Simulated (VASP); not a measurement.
Method: PBEsol GGA, VASP's PBE PAW potentials (set 64) (plane waves; VASP).

A VASP calculation is set up with these files.

### KPOINTS
```
Regular mesh
0
gamma
 8 8 8
0 0 0
```

File POSCAR:
```
BaF2
1
    0.0000000000     3.0881704996     3.0881704996
    3.0881704996     0.0000000000     3.0881704996
    3.0881704996     3.0881704996     0.0000000000
Ba F
1 2
Direct
  0.0000000000   0.0000000000   0.0000000000
  0.2500000000   0.2500000000   0.2500000000
  0.7500000000   0.7500000000   0.7500000000
```

**INCAR**
```
! general
SYSTEM =BaF2
PREC   =Accurate
ENCUT  =520   ! plane-wave cut-off (eV)
LREAL  =.FALSE.   ! projection in real space or not
LASPH  =.TRUE.   ! aspherical one-centre terms
NBANDS =48

! electronic loop
EDIFF  =1E-7   ! SCF stop (eV)
NELM   =100   ! most electronic steps
ALGO   =Normal   ! blocked Davidson
LMAXMIX=4   ! l cut-off of mixed one-centre charges

! smearing
ISMEAR =0
SIGMA  =0.01   ! width (eV)

! functional
GGA    =PS   ! PBEsol

! output
LWAVE  =.FALSE.
LCHARG =.FALSE.
NEDOS  =1001

! other
LOPTICS=.TRUE.
CSHIFT =0.1
```

POTCAR, in this order: Ba_sv F (PBE.64 set). Program: vasp_std.

Output of the run:

OSZICAR:
```
       N       E                     dE             d eps       ncg     rms          rms(c)
DAV:   1     0.134262285583E+03    0.13426E+03   -0.10822E+04  2792   0.467E+02
DAV:   2    -0.139452633469E+02   -0.14821E+03   -0.14156E+03  3408   0.152E+02
DAV:   3    -0.191158314538E+02   -0.51706E+01   -0.51161E+01  3504   0.225E+01
DAV:   4    -0.191544243914E+02   -0.38593E-01   -0.38585E-01  3288   0.208E+00
DAV:   5    -0.191545509558E+02   -0.12656E-03   -0.12656E-03  3288   0.108E-01    0.809E+00
DAV:   6    -0.176660063258E+02    0.14885E+01   -0.27935E+00  3168   0.756E+00    0.429E+00
DAV:   7    -0.176281096383E+02    0.37897E-01   -0.97707E-02  3360   0.118E+00    0.233E+00
DAV:   8    -0.176340152545E+02   -0.59056E-02   -0.48984E-02  3200   0.978E-01    0.247E-01
DAV:   9    -0.176379729045E+02   -0.39576E-02   -0.19723E-03  3352   0.171E-01    0.142E-01
DAV:  10    -0.176416087264E+02   -0.36358E-02   -0.15484E-03  3112   0.131E-01    0.348E-02
DAV:  11    -0.176416396033E+02   -0.30877E-04   -0.38043E-05  3384   0.277E-02    0.199E-02
DAV:  12    -0.176416758920E+02   -0.36289E-04   -0.25925E-05  3120   0.155E-02    0.375E-03
DAV:  13    -0.176416763964E+02   -0.50436E-06   -0.38773E-07  3392   0.224E-03    0.337E-03
DAV:  14    -0.176416765563E+02   -0.15993E-06   -0.21888E-07  3112   0.155E-03    0.337E-04
DAV:  15    -0.176416765644E+02   -0.81068E-08   -0.80213E-09  3168   0.349E-04
   1 F= -.17641677E+02 E0= -.17641677E+02  d E =-.365251E-40
 imaginary and real dielectric function
```

OUTCAR:
```
------------------------ aborting loop because EDIFF is reached ----------------------------------------
  FORCE on cell =-STRESS in cart. coord.  units (eV):
  Direction    XX          YY          ZZ          XY          YZ          ZX
  --------------------------------------------------------------------------------------
  Total        0.0165134      0.0165134      0.0165134      0.0000000      0.0000000     -0.0000000
  in kB        0.4491738      0.4491738      0.4491738      0.0000000      0.0000000     -0.0000000
  external PRESSURE =       0.4491738 kB  Pullay stress =       0.0000000 kB
  volume of cell :       58.90
      direct lattice vectors                 reciprocal lattice vectors
     0.000000000  3.088170500  3.088170500    -0.161908159  0.161908159  0.161908159
     3.088170500  0.000000000  3.088170500     0.161908159 -0.161908159  0.161908159
     3.088170500  3.088170500  0.000000000     0.161908159  0.161908159 -0.161908159
 POSITION                                       TOTAL-FORCE (eV/Angst)
 -----------------------------------------------------------------------------------
      0.00000      0.00000      0.00000        -0.000000      0.000000     -0.000000
      1.54409      1.54409      1.54409         0.000000      0.000000      0.000000
      4.63226      4.63226      4.63226        -0.000000     -0.000000     -0.000000
 -----------------------------------------------------------------------------------
    total drift:                               -0.000000     -0.000000      0.000000
  FREE ENERGIE OF THE ION-ELECTRON SYSTEM (eV)
  ---------------------------------------------------
  free  energy   TOTEN  =       -17.6416765644 eV

  energy  without entropy=      -17.6416765644  energy(sigma->0) =      -17.64167656

 plasma frequency squared (from intraband transitions) (eV^2)
  --------------------------------------------------------------------------------------
       0.000      -0.000      -0.000
      -0.000       0.000       0.000
      -0.000       0.000       0.000

 plasma frequency squared (from interband transitions, int dw w eps(2)(w)) (eV^2)
  --------------------------------------------------------------------------------------
     391.532       0.000      -0.000      -0.000       0.000       0.000
      -0.000       0.000     391.532       0.000       0.000      -0.000
       0.000      -0.000       0.000       0.000     391.532       0.000
```
(Selected blocks of OUTCAR.)

**OUTCAR**
```
 val. band max:       -2.1411010331   @ k =  -0.2500   0.2500   0.0000

 cond. band min:       4.5320845321   @ k =   0.0000   0.0000   0.0000


 Fermi energy:        -2.0493515799

 k-point     1 :       0.0000    0.0000    0.0000
  band No.  band energies     occupation
      1     -25.1931      2.00000
      2     -20.9685      2.00000
      3     -20.9095      2.00000
      4     -10.0053      2.00000
      5     -10.0053      2.00000
      6     -10.0053      2.00000
      7      -3.7079      2.00000
      8      -3.7079      2.00000
      9      -3.7079      2.00000
     10      -2.2281      2.00000
     11      -2.2281      2.00000
     12      -2.2281      2.00000
     13       4.5321      0.00000
     14       7.0057      0.00000
     15       7.0057      0.00000
     16       9.2741      0.00000
     17       9.2741      0.00000
     18       9.2741      0.00000
     19      13.2685      0.00000
     20      13.2685      0.00000
     21      13.2685      0.00000
     22      17.8577      0.00000
     23      21.6916      0.00000
     24      21.6916      0.00000
     25      21.6916      0.00000
     26      21.7268      0.00000
     27      22.1758      0.00000
     28      22.1758      0.00000
     29      23.6516      0.00000
     30      23.6516      0.00000
     31      23.6516      0.00000
     32      24.9141      0.00000
     33      24.9141      0.00000
     34      24.9141      0.00000
     35      32.0908      0.00000
     36      33.0346      0.00000
     37      33.0346      0.00000
     38      33.5030      0.00000
     39      33.5030      0.00000
     40      33.5030      0.00000
     41      34.2184      0.00000
     42      34.2184      0.00000
     43      34.2184      0.00000
     44      35.8080      0.00000
     45      35.8080      0.00000
     46      37.7250      0.00000
     47      37.7268      0.00000
     48      37.7777      0.00000

 k-point     2 :       0.1250    0.0000    0.0000
  band No.  band energies     occupation
...
```

Unless said otherwise, spin-orbit coupling is left out, though it shifts the bands of the heavy elements here.

The compound is BaF2 in the fluorite structure. It was relaxed first.
